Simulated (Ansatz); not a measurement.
## AgI (Iodargyrite): optical spectrum from first principles: ground state and bands

Ansatz 0.2.0; DFT, PBE, plane-wave PAW, default files, scalar-relativistic, ground state.

First the ground state: is it a metal or has it a gap?

The database entry behind the starting cell is an old determination (1935), so it need not match the best structure at ambient conditions.

input.yaml

```yaml
crystal:
  lattice:
    - [4.59, 0.0, 0.0]
    - [-2.295, 3.9750566034, 0.0]
    - [0.0, 0.0, 7.52]
  atoms:
    - { symbol: I, position: [0.3333333333, 0.6666666667, 0.5] }
    - { symbol: I, position: [0.6666666667, 0.3333333333, 0.0] }
    - { symbol: Ag, position: [0.3333333333, 0.6666666667, 0.13] }
    - { symbol: Ag, position: [0.6666666667, 0.3333333333, 0.63] }
kpoints:
  mp_grid: { grid: [6, 6, 3] }
  band_path:
    path:
      - [[0.0, 0.0, 0.0], [0.5, 0.0, 0.0], [0.33333333, 0.33333333, 0.0], [0.0, 0.0, 0.0], [0.0, 0.0, 0.5], [0.5, 0.0, 0.5], [0.33333333, 0.33333333, 0.5], [0.0, 0.0, 0.5]]
      - [[0.5, 0.0, 0.5], [0.5, 0.0, 0.0]]
      - [[0.33333333, 0.33333333, 0.0], [0.33333333, 0.33333333, 0.5]]
    npoints: 6
scf:
  occupations: { method: fermi_dirac, width: 0.05 }
  n_extra_bands: 8
hamiltonian:
  xc: pbe
  pseudopotentials: { kind: paw }
output:
  forces: true
  stress: true
  populations: true
  write_bands: true
  write_density: true
  write_potential: true
  elf: true
  volumetric_format: npy
```

Started as:

```console
ansatz run input.yaml --threads 4 --pin off --max-ram 8192MiB --backend cpu --events-out ev --progress --plain --runs-dir out
```

Before running it: what should come out for the electronic bands?

The 72 valence electrons fill 36 bands exactly, which allows a gap.

Electrostatic potential energy in the ac plane at fractional y = 0.333, with atoms of I and Ag within 0.2 Å of it. With pseudopotentials it is smooth inside the atoms' cores, unlike the true potential.

ELF in the ac plane at fractional y = 0.333, with atoms of I and Ag within 0.2 Å of it. It is the smooth field of the valence electrons, not physical close to the nuclei.

Read-outs, printed or worked out from the files:

* volume: 137.2 Å³
* gap on the path: 1.376 eV
* least direct gap on the path: 1.376 eV

Electronic bands along the path, in eV, zero at the Fermi level; v1 is the highest filled band, c1 the lowest empty one:

```tsv
point	v4	v3	v2	v1	c1	c2	c3	c4
Γ	-1.46	-0.75	-0.71	-0.71	0.66	1.98	5.07	5.07
halfway	-2.03	-1.99	-1.14	-1.04	2.06	2.96	4.31	5.08
M	-2.90	-2.50	-1.75	-1.38	2.63	2.90	4.10	5.18
halfway	-3.04	-2.55	-1.92	-1.66	3.14	3.52	3.91	5.27
K	-3.27	-2.23	-2.23	-1.97	3.63	3.80	3.80	6.09
halfway	-2.39	-2.14	-1.24	-1.24	2.40	3.37	4.36	4.62
Γ	-1.46	-0.75	-0.71	-0.71	0.66	1.98	5.07	5.07
halfway	-1.36	-1.36	-0.83	-0.83	1.33	2.02	4.87	5.14
A	-1.10	-1.10	-1.10	-1.10	1.98	1.98	4.96	4.96
halfway	-1.87	-1.87	-1.52	-1.52	2.80	2.80	4.26	4.26
L	-1.95	-1.95	-1.94	-1.94	2.54	2.54	4.20	4.20
halfway	-2.33	-2.33	-1.86	-1.86	2.94	2.94	4.53	4.53
H	-2.61	-2.61	-1.84	-1.84	3.22	3.22	4.95	4.95
halfway	-1.92	-1.92	-1.73	-1.73	3.06	3.06	4.29	4.29
A	-1.10	-1.10	-1.10	-1.10	1.98	1.98	4.96	4.96
jump to L	-1.95	-1.95	-1.94	-1.94	2.54	2.54	4.20	4.20
halfway	-2.55	-2.33	-1.70	-1.55	2.38	2.90	4.42	4.46
M	-2.90	-2.50	-1.75	-1.38	2.63	2.90	4.10	5.18
jump to K	-3.27	-2.23	-2.23	-1.97	3.63	3.80	3.80	6.09
halfway	-3.06	-2.17	-2.04	-2.04	3.53	3.53	4.02	5.47
H	-2.61	-2.61	-1.84	-1.84	3.22	3.22	4.95	4.95
```

Values in eV, 22 rows by 14 columns, each cell a mean:
```
 10  11  11  11  10   7  -4 -11   3  11   8  -9  -7   5
 10  11  11  11  11   9   2  -9 -10  -6  -8 -11  -1   7
 11  12  12  12  11  10   7   1  -6  -9  -7  -1   6   9
 11  12  12  12  11  11  10   8   5   4   5   7   9  11
 11  12  12  12  11  11  10   8   5   3   4   7   9  11
 11  11  12  11  11  10   7   1  -8 -13 -10  -1   6  10
 11  11  11  11  11   9   3 -10 -22 -24 -23 -14   0   8
 10  10  10  10  10   8  -1 -17 -24 -24 -24 -21  -5   7
  9   9   9   9   9   8   0 -16 -24 -24 -24 -20  -4   7
  9   8   8   8   9   8   4  -7 -19 -23 -21 -11   2   8
  9   7   6   7   8   9   8   4  -3  -7  -5   2   7   9
  9   8   7   7   9  10  10   9   8   7   8   9  10  10
 10   9   8   9  10  10  11  11  10  10  10  11  11  11
 11  10  10  10  11  11  11  11  11  11  11  11  11  11
 11  11  11  11  11  11  12  12  12  12  12  12  12  11
 11  11  11  11  11  11  11  12  12  11  12  12  12  11
 11  10  10  10  11  11  11  11  11  11  11  11  11  11
 10  10   9   9  10  10  10  10   9   8   8   9  10  11
 10   9   8   9   9  10   8   5   0  -2  -1   4   8   9
  9   9   8   9   9   8   4  -5 -11 -11 -11  -8   2   8
  9   9   9   9   9   7  -2 -11  -3   6   1 -11  -5   6
  9  10  10  10  10   6  -6 -10   8  12  11  -6  -9   4
```
Atoms in or near the plane, at fractional coordinates: I at (0.67, 0.00), Ag at (0.67, 0.63).

Values, 22 rows by 14 columns, each cell a mean:
```
0.42 0.15 0.07 0.11 0.33 0.64 0.67 0.56 0.32 0.22 0.26 0.51 0.65 0.69
0.36 0.12 0.04 0.08 0.29 0.60 0.69 0.63 0.54 0.46 0.51 0.61 0.68 0.66
0.24 0.07 0.02 0.05 0.18 0.45 0.64 0.67 0.65 0.64 0.65 0.67 0.66 0.53
0.10 0.03 0.01 0.02 0.07 0.20 0.36 0.45 0.50 0.50 0.50 0.47 0.39 0.26
0.06 0.02 0.01 0.02 0.05 0.10 0.15 0.17 0.18 0.19 0.19 0.18 0.16 0.12
0.08 0.05 0.05 0.05 0.07 0.11 0.17 0.23 0.33 0.38 0.36 0.26 0.18 0.13
0.11 0.13 0.16 0.14 0.12 0.14 0.23 0.39 0.55 0.63 0.58 0.44 0.26 0.16
0.17 0.28 0.38 0.32 0.20 0.16 0.26 0.48 0.67 0.80 0.73 0.53 0.32 0.17
0.27 0.48 0.58 0.52 0.34 0.18 0.23 0.45 0.65 0.75 0.69 0.51 0.28 0.16
0.40 0.61 0.67 0.63 0.47 0.23 0.18 0.33 0.50 0.57 0.53 0.38 0.21 0.17
0.52 0.67 0.70 0.67 0.56 0.32 0.16 0.20 0.31 0.37 0.34 0.23 0.16 0.23
0.56 0.67 0.69 0.67 0.59 0.37 0.18 0.14 0.18 0.20 0.19 0.15 0.15 0.28
0.49 0.61 0.64 0.62 0.53 0.34 0.16 0.10 0.11 0.12 0.11 0.09 0.12 0.26
0.34 0.45 0.49 0.46 0.37 0.22 0.09 0.05 0.04 0.04 0.04 0.04 0.07 0.16
0.14 0.21 0.24 0.22 0.16 0.09 0.04 0.02 0.01 0.01 0.01 0.02 0.03 0.06
0.07 0.10 0.12 0.11 0.08 0.05 0.03 0.03 0.04 0.05 0.05 0.03 0.03 0.04
0.09 0.12 0.14 0.13 0.10 0.08 0.10 0.17 0.26 0.31 0.28 0.19 0.11 0.08
0.12 0.15 0.17 0.16 0.13 0.13 0.27 0.46 0.59 0.63 0.61 0.51 0.32 0.15
0.14 0.16 0.18 0.16 0.15 0.23 0.51 0.67 0.68 0.67 0.68 0.69 0.57 0.30
0.19 0.14 0.16 0.15 0.17 0.38 0.65 0.66 0.60 0.56 0.58 0.65 0.67 0.49
0.27 0.14 0.13 0.14 0.23 0.53 0.67 0.60 0.41 0.30 0.36 0.56 0.66 0.62
0.37 0.15 0.10 0.13 0.30 0.62 0.66 0.53 0.25 0.37 0.25 0.47 0.64 0.68
```
Atoms in or near the plane, at fractional coordinates: I at (0.67, 0.00), Ag at (0.67, 0.63).

[Logs are printed without paths, hosts, clocks, repeated set-up lines and the standing remarks that a program may print on its own settings, such as how far it seeks lower states.]

[Hosts, paths, dates, database ids (printed as entryN), source tags and the programs' standing remarks are cut or masked in the printed files.]
